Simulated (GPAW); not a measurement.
The system is WS2 (Tungstenite).

```
W S
1.0
     3.18000    0.00000    0.00000
    -1.59000    2.75396    0.00000
     0.00000    0.00000   12.50000
W S
2 4
Cartesian
  1.5900 0.9180 9.3750
  0.0000 1.8360 3.1250
  1.5900 0.9180 4.6875
  0.0000 1.8360 10.9375
  1.5900 0.9180 1.5625
  0.0000 1.8360 7.8125
```

| Item | Value |
| --- | --- |
| Program | GPAW 26.7.0 |
| Task | relaxation of cell and atoms |
| Functional | PBE |
| Dispersion | D3(BJ)+ATM |
| Potentials or basis | GPAW PAW data sets (gpaw-data 1.2.1) |
| Cutoff | 600 eV |
| Basis | pw |
| k mesh | 5 × 5 × 2 |
| Occupations | fermi-dirac, width 0.05 eV |
| Spin | no spin polarisation |

At the start: pressure -1.0 GPa; volume 18.24 Å³/atom.

Question: Where does the relaxation end?

Answer: Over 13 steps the energy falls by 3.3 meV/atom and the volume is 17.60 Å³/atom (-3.5 %); space group P6_3/mmc (No. 194, to 0.05 Å).

The path:
```tsv
step	energy change (eV)	largest force (eV/Å)	pressure (GPa)	volume (Å³)
1	0.0000	0.1523	-1.04	109.47
2	-0.0022	0.1161	-1.13	109.38
3	-0.0100	0.0793	-1.43	108.58
4	-0.0116	0.0834	-1.20	108.26
5	-0.0139	0.0224	-0.30	107.47
6	-0.0142	0.0130	-0.07	107.36
7	-0.0144	0.0417	0.08	107.29
8	-0.0150	0.0738	0.24	107.16
9	-0.0160	0.1129	0.45	106.82
10	-0.0176	0.1270	0.56	106.22
11	-0.0189	0.0849	0.40	105.69
12	-0.0195	0.0247	0.12	105.56
13	-0.0195	0.0008	0.00	105.62
```

Final structure:
```
W S
1.0
     3.15810    0.00000    0.00000
    -1.57905    2.73499    0.00000
     0.00000    0.00000   12.22830
W S
2 4
Direct
  0.66667 0.33333 0.75000
  0.33333 0.66667 0.25000
  0.66667 0.33333 0.37881
  0.33333 0.66667 0.87881
  0.66667 0.33333 0.12119
  0.33333 0.66667 0.62119
```

Caveat: the k mesh is coarse (spacing up to 0.46 Å⁻¹), so the values aren't converged; later steps reuse the first step's grids.
